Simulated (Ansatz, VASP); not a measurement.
## One calculation of SnTe, two programs

```xyz
2
Lattice="0.0000 3.6775 3.6775 3.6775 0.0000 3.6775 3.6775 3.6775 0.0000" Properties=species:S:1:pos:R:3 pbc="T T T"
Sn    0.0000    0.0000    0.0000
Te    1.8387    1.8387    1.8387
```

Change from the starting cell: volume scaled by 1.06, PAW files.

Alike in both runs: task electric field gradients; functional PBE; k mesh 9 × 9 × 9; occupations fermi-dirac, width 0.05 eV; no spin polarisation.

|  | VASP | Ansatz |
| --- | --- | --- |
| version | VASP 6.6.1 | Ansatz 0.2.0 |
| potentials or method | VASP PAW PBE potentials, release 64 (Sn_d, Te) | PAW with Ansatz's default frozen-core files, scalar-relativistic |
| plane-wave cutoff (eV) | 520 | 420 |
| valence electrons in the cell | 20 | 30 |

```tsv
	VASP	Ansatz	Ansatz less VASP
pressure (GPa)	-1.3	-1.2	+0.01
Vzz of the field gradient on the site that differs most (V/Å²)	0.0	0.0	0.00
```

With one functional, cell and mesh, what is left measures potentials, basis and numerics. The two sets of potentials don't hold the same shells in valence. Ansatz warned: «gradients_without_spin_orbit».
